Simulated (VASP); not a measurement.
# ZnSe (Stilleite) (F-43m) in VASP: a series of runs

Aim: see how the results for ZnSe (Stilleite) move with the level of theory and the settings. Levels: revPBE, BLYP. Tasks: relaxation of cell and atoms.

All numbers are computed with VASP 6.6.1; they aren't measurements. Logs are shortened: lines on timing, memory, paths and dates and some standing lists are left out, and cuts for length are marked.

## 1. Starting point

Symmetry: F-43m, No. 216, cubic system. Conventional cell: a = 5.668 Å, b = 5.668 Å, c = 5.668 Å, α = 90.00°, β = 90.00°, γ = 90.00°. Around Se (site symmetry -43m) lie 4 Zn at 2.45 Å. Zn (site symmetry -43m) is surrounded by 4 Se at 2.45 Å.

## 2. Relaxation of cell and atoms, revPBE

File INCAR:

```
SYSTEM = ZnSe
ALGO = Normal
EDIFF = 1E-7
EDIFFG = -0.02
ENCUT = 600
GGA = RE
IBRION = 2
ISIF = 3
ISMEAR = -1
LASPH = .True.
LCHARG = .False.
LREAL = .False.
LWAVE = .False.
NELM = 100
NSW = 40
PREC = Accurate
SIGMA = 0.05
```

File KPOINTS:

```
k-points
0
Gamma
  8 8 8
  0 0 0
```

File POSCAR:

```
ZnSe
1.0
    0.0000000000      2.8338000000      2.8338000000
    2.8338000000      0.0000000000      2.8338000000
    2.8338000000      2.8338000000      0.0000000000
Se Zn
1 1
Direct
    0.7500000000      0.7500000000      0.7500000000
    0.0000000000      0.0000000000      0.0000000000
```

Potentials or basis: VASP PAW PBE potentials, release 64 (Se, Zn).

The run is started by

```
> cat potpaw_PBE.64/Se/POTCAR potpaw_PBE.64/Zn/POTCAR > POTCAR
> mpirun -np 1 vasp_std > vasp.out
```

OUTCAR:

```text
SYSTEM = ZnSe
   EDIFF = 1E-7
   EDIFFG = -0.02
   ENCUT = 600
   GGA = RE
   IBRION = 2
   ISIF = 3
   ISMEAR = -1
   LASPH = .True.
   LREAL = .False.
   NELM = 100
   NSW = 40
   PREC = Accurate

 ion  position               nearest neighbor table
   1  0.750  0.750  0.750-   2 2.45   2 2.45   2 2.45   2 2.45
   2  0.000  0.000  0.000-   1 2.45   1 2.45   1 2.45   1 2.45

  LATTYP: Found a face centered cubic cell.
 ALAT       =     5.6676000000

  Lattice vectors:

 A1 = (   0.0000000000,   2.8338000000,   2.8338000000)
 A2 = (   2.8338000000,   0.0000000000,   2.8338000000)
 A3 = (   2.8338000000,   2.8338000000,   0.0000000000)

Analysis of symmetry for initial positions (statically):
=====================================================================
 Subroutine PRICEL returns:
 Original cell was already a primitive cell.

 Routine SETGRP: Setting up the symmetry group for a
 face centered cubic supercell.

 Subroutine GETGRP returns: Found 24 space group operations
 (whereof 24 operations were pure point group operations)
 out of a pool of 48 trial point group operations.

The static configuration has the point symmetry T_d .

Analysis of symmetry for dynamics (positions and initial velocities):
=====================================================================
 Subroutine PRICEL returns:
 Original cell was already a primitive cell.

 Routine SETGRP: Setting up the symmetry group for a
 face centered cubic supercell.

 Subroutine GETGRP returns: Found 24 space group operations
 (whereof 24 operations were pure point group operations)
 out of a pool of 48 trial point group operations.

The dynamic configuration has the point symmetry T_d .

 Subroutine INISYM returns: Found 24 space group operations
 (whereof 24 operations are pure point group operations),
 and found     1 'primitive' translations

----------------------------------------------------------------------------------------

                                     Primitive cell

  volume of cell :      45.5132

  direct lattice vectors                    reciprocal lattice vectors
     0.000000000  2.833800000  2.833800000    -0.176441527  0.176441527  0.176441527
     2.833800000  0.000000000  2.833800000     0.176441527 -0.176441527  0.176441527
     2.833800000  2.833800000  0.000000000     0.176441527  0.176441527 -0.176441527

[... 103 lines left out ...]
     AMIX_MAG =   1.60;   BMIX_MAG =  1.00
  volume/ion in A,a.u.               =      22.76       153.57
  Fermi-wavevector in a.u.,A,eV,Ry     =   1.201673  2.270834 19.647073  1.444019
  Thomas-Fermi vector in A             =   2.337476
   LORBIT       =      0    0 simple, 1 ext, 2 COOP (PROOUT), +10 PAW based schemes
   GGA     = RE    functional components
   LHFCALC =     F    Hartree Fock is set to
   AEXX    =    0.0000 exact exchange contribution
   IVDW    =     0    specifies the selected vdW correction
   LEPSILON=     F    determine dielectric tensor
   LRPA    =     F    only Hartree local field effects (RPA)
 conjugate gradient relaxation of ions
 non-spin polarized calculation
  energy-cutoff  :      600.00
  volume of cell :       45.51
 maximum number of plane-waves:      1540
   NGX = 17   NGY = 17   NGZ = 17

--------------------------------------- Ionic step        1  -------------------------------------------

 number of electron      17.9999991 magnetization

 Free energy of the ion-electron system (eV)
  ---------------------------------------------------
  ext. energy  EPLUGINS =         0.00000000
  ---------------------------------------------------
  free energy    TOTEN  =        -5.43732603 eV

  energy without entropy =       -5.43732602  energy(sigma->0) =       -5.43732603

------------------------ aborting loop because EDIFF is reached ----------------------------------------

  FORCE on cell =-STRESS in cart. coord.  units (eV):
  Direction    XX          YY          ZZ          XY          YZ          ZX
  --------------------------------------------------------------------------------------
  -------------------------------------------------------------------------------------
  Total        1.1246691      1.1246691      1.1246691     -0.0000000      0.0000000     -0.0000000
  in kB       39.5911161     39.5911161     39.5911161     -0.0000000      0.0000000     -0.0000000
  external PRESSURE =      39.5911161 kB  Pullay stress =       0.0000000 kB
[... 59 lines left out ...]
--------------------------------------- Ionic step        3  -------------------------------------------

 number of electron      18.0000013 magnetization

 Free energy of the ion-electron system (eV)
  ---------------------------------------------------
  ext. energy  EPLUGINS =         0.00000000
  ---------------------------------------------------
  free energy    TOTEN  =        -5.47321970 eV

  energy without entropy =       -5.47321960  energy(sigma->0) =       -5.47321965

 E-fermi :   1.7746     XC(G=0):  -8.8633

 val. band max:        1.1607729414   @ k =   0.0000   0.0000   0.0000
 cond. band min:       2.3139201578   @ k =   0.0000   0.0000   0.0000
 fundamental gap:      1.1531472164
 Fermi energy:         1.7746087532

 k-point     1 :       0.0000    0.0000    0.0000
  band No.  band energies     occupation
      1     -11.6710      2.00000
      2      -5.1380      2.00000
      3      -5.1380      2.00000
      4      -5.1380      2.00000
      5      -4.8229      2.00000
      6      -4.8229      2.00000
      7       1.1608      1.99999
      8       1.1608      1.99999
      9       1.1608      1.99999
     10       2.3139      0.00004
     11       7.0178      0.00000
     12       7.0178      0.00000
     13       7.0178      0.00000
[... 354 lines left out ...]
  band No.  band energies     occupation
      1     -10.8788      2.00000
      2      -5.0438      2.00000
      3      -5.0161      2.00000
      4      -4.8454      2.00000
      5      -4.8159      2.00000
      6      -4.6423      2.00000
      7      -3.3432      2.00000
      8      -1.0060      2.00000
      9      -0.1381      2.00000
     10       5.2563      0.00000
     11       6.8477      0.00000
     12       8.4617      0.00000
     13       9.7045      0.00000

 [... further k-points ...]

------------------------ aborting loop because EDIFF is reached ----------------------------------------

  FORCE on cell =-STRESS in cart. coord.  units (eV):
  Direction    XX          YY          ZZ          XY          YZ          ZX
  --------------------------------------------------------------------------------------
  -------------------------------------------------------------------------------------
  Total        0.0050624      0.0050624      0.0050624     -0.0000000     -0.0000000     -0.0000000
  in kB        0.1669225      0.1669225      0.1669225     -0.0000000     -0.0000000     -0.0000000
  external PRESSURE =       0.1669225 kB  Pullay stress =       0.0000000 kB
[... 17 lines left out ...]
  FREE ENERGIE OF THE ION-ELECTRON SYSTEM (eV)
  ---------------------------------------------------
  free  energy   TOTEN  =        -5.4732197015 eV

  energy  without entropy=       -5.4732195965  energy(sigma->0) =       -5.47321965

 reached required accuracy - stopping structural energy minimisation
```

CONTCAR:

```text
ZnSe
   1.00000000000000
     0.0000000000000000    2.8962736847279325    2.8962736847279325
     2.8962736847279325    0.0000000000000000    2.8962736847279325
     2.8962736847279325    2.8962736847279325    0.0000000000000000
  Se              Zn
     1     1
Direct
     0.7500000000000000    0.7500000000000000    0.7500000000000000
     0.0000000000000000    0.0000000000000000    0.0000000000000000

  0.00000000E+00  0.00000000E+00  0.00000000E+00
  0.00000000E+00  0.00000000E+00  0.00000000E+00
```

It took 21 s on 1 thread of AMD EPYC 9R45 (Zen 5), shared host; peak memory 0.17 GiB.

Results:

```yaml
Free_energy: -5.4732 eV
Relaxed_volume: 24.30 Å³/atom
Relaxed_cell: a = 4.096 Å, b = 4.096 Å, c = 4.096 Å, α = 60.00°, β = 60.00°, γ = 60.00°
Space_group_after_relaxing_to_0.05_Å: F-43m (No. 216)
Energy_gained_by_relaxing: 17.9 meV/atom
Ionic_steps: 3
Pressure_after_relaxing: 0.0 GPa
Band_gap_on_the_k_mesh: 1.15 eV, direct
```

The path:
| step | energy change (eV) | largest force (eV/Å) | pressure (GPa) | volume (Å³) |
| --- | --- | --- | --- | --- |
| 1 | 0.0000 | 0.0000 | 3.96 | 45.51 |
| 2 | -0.0342 | 0.0000 | -0.74 | 49.32 |
| 3 | -0.0359 | 0.0000 | 0.02 | 48.59 |

Final structure:
```yaml
crystal:
  lattice:
    - [0.00000, 2.89627, 2.89627]
    - [2.89627, 0.00000, 2.89627]
    - [2.89627, 2.89627, 0.00000]
  atoms:
    - { symbol: Se, position: [0.75000, 0.75000, 0.75000] }
    - { symbol: Zn, position: [0.00000, 0.00000, 0.00000] }
```

Caveat: the PAW data sets were made with another functional, which shifts forces and pressure a little. Zero-point motion and thermal expansion aren't in these numbers.

## 3. Relaxation of cell and atoms, BLYP

File INCAR:

```
SYSTEM = ZnSe
AGGAC    = 1.0          
AGGAX    = 1.0          
ALDAC    = 0.0          
ALDAX    = 1.0          
ALGO     = Normal         ! electronic algorithm
EDIFF    = 1E-6           ! SCF threshold, eV
EDIFFG   = -0.02          ! ionic threshold
ENCUT    = 600            ! plane-wave cutoff, eV
GGA      = B5             ! functional
IBRION   = 2              ! ionic algorithm
ISIF     = 3              ! what is computed and relaxed
ISMEAR   = -1             ! smearing method
LASPH    = .TRUE.         ! aspherical terms in the spheres
LCHARG   = .FALSE.        ! write CHGCAR
LREAL    = .FALSE.        ! projectors in reciprocal space
LWAVE    = .FALSE.        ! write WAVECAR
NELM     = 100            ! most SCF steps
NSW      = 60             ! ionic steps
PREC     = Accurate       ! precision mode
SIGMA    = 0.05           ! smearing width, eV
```

File KPOINTS:

```
k-points
0
G
  8 8 8
  0 0 0
```

POSCAR is that of step 2.

Potentials or basis: VASP PAW PBE potentials, release 64 (Se, Zn).

The run is started by

```
> cat potpaw_PBE.64/Se/POTCAR potpaw_PBE.64/Zn/POTCAR > POTCAR
> mpirun -np 1 vasp_std > vasp.out
```

Wall time 44 s (1 thread of AMD EPYC 9R45 (Zen 5), shared host); peak memory 0.17 GiB.

It converged, with:

| Quantity | Value |
| --- | --- |
| Free energy | -5.0057 eV |
| Relaxed volume | 25.03 Å³/atom |
| Relaxed cell | a = 4.137 Å, b = 4.137 Å, c = 4.137 Å, α = 60.00°, β = 60.00°, γ = 60.00° |
| Space group after relaxing (to 0.05 Å) | F-43m (No. 216) |
| Energy gained by relaxing | 37.8 meV/atom |
| Ionic steps | 3 |
| Pressure after relaxing | 0.0 GPa |
| Band gap on the k mesh | 0.88 eV, direct |

Step by step:
```tsv
step	energy change (eV)	largest force (eV/Å)	pressure (GPa)	volume (Å³)
1	0.0000	0.0000	5.77	45.51
2	-0.0725	0.0000	-0.98	51.13
3	-0.0756	0.0000	0.03	50.06
```

Final structure:
```cif
data_structure
_symmetry_space_group_name_H-M 'P 1'
_symmetry_Int_Tables_number 1
_cell_length_a 4.1368
_cell_length_b 4.1368
_cell_length_c 4.1368
_cell_angle_alpha 60.000
_cell_angle_beta 60.000
_cell_angle_gamma 60.000
_cell_volume 50.06
loop_
_atom_site_label
_atom_site_type_symbol
_atom_site_fract_x
_atom_site_fract_y
_atom_site_fract_z
_atom_site_occupancy
Se1 Se 0.75000 0.75000 0.75000 1
Zn1 Zn 0.00000 0.00000 0.00000 1
```

Levels at points of the mesh, in eV from the valence-band top:
| k point | band 7 | band 8 | band 9 | band 10 | band 11 | band 12 |
| --- | --- | --- | --- | --- | --- | --- |
| (0.00, 0.00, 0.00) | 0.00 | 0.00 | 0.00 | 0.88 | 5.85 | 5.85 |
| (0.50, 0.00, 0.00) | -4.62 | -0.73 | -0.73 | 2.36 | 6.44 | 6.44 |
| (0.50, 0.50, 0.00) | -4.36 | -1.84 | -1.84 | 3.32 | 3.44 | 10.15 |

Caveat: the PAW data sets were made with another functional, which shifts forces and pressure a little. BLYP gives volumes clearly too large for solids.
